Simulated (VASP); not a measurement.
Here is a VASP 6.6.1 calculation.

File INCAR:

```
  ALGO = Fast
  EDIFF = 1E-6
  ENCUT = 520
  GGA = PE
  ISIF = 2
  ISMEAR = 1
  LASPH = True
  LCHARG = True
  LELF = True
  LREAL = False
  LVHAR = True
  LWAVE = False
  NBANDS = 8
  NELM = 100
  PREC = Accurate
  SIGMA = 0.05
```

Contents of KPOINTS:

```
k-points
0
Gamma
  1 1 1
```

POSCAR

```
H
1.0
    9.0000000000      0.0000000000      0.0000000000
    0.0000000000      9.5000000000      0.0000000000
    0.0000000000      0.0000000000     10.0000000000
H
2
Direct
    0.5000000000      0.5000000000      0.4625000000
    0.5000000000      0.5000000000      0.5375000000
```

Potentials or basis: VASP PAW PBE potentials, release 64 (H).

Command:

```bash
$ cat potpaw_PBE.64/H/POTCAR > POTCAR
$ mpirun -np 1 vasp_gam > vasp.out
```

(1) What does it give for the gap between the frontier levels?

(2) Estimate the largest force.

Answers

(1) 10.10 eV.

(2) 0.004 eV/Å.
